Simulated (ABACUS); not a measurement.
The system is InP.

```
In P
1.0
     0.00000    2.93050    2.93050
     2.93050    0.00000    2.93050
     2.93050    2.93050    0.00000
In P
1 1
Direct
  0.00000 0.00000 0.00000
  0.75000 0.75000 0.75000
```

Base run:

* Program: ABACUS 3.10.1
* Functional: PBEsol
* Potentials or basis: SPMS ONCV 1.0 PBE
* Cutoff: 1361 eV
* Density cutoff: 5442 eV
* Basis: DZP LCAO (the cutoffs set its grid)
* k mesh: 7 × 7 × 7
* Occupations: fermi-dirac, width 0.05 eV
* Spin: no spin polarisation

Its results: band gap on the k mesh 0.85 eV, direct; pressure 1.8 GPa.

Question: The run is repeated on the same cell with these changes: functional from PBEsol to BLYP. What comes out?

Answer: Band gap on the k mesh 0.83 eV, direct; pressure 7.4 GPa.

BLYP binds less tightly than PBEsol, so the same cell stands under more pressure.

Caveats: the atomic orbitals were generated for these runs and aren't a published set; the potentials were made for another functional, which shifts forces and pressure; spin-orbit coupling is left out, which moves the levels of the heavy elements; an odd mesh through Γ misses points on the zone boundary, where band edges often lie; the basis of atomic orbitals isn't converged, which shifts pressures, moduli and gaps.

Not every run made on this cell is shown here.
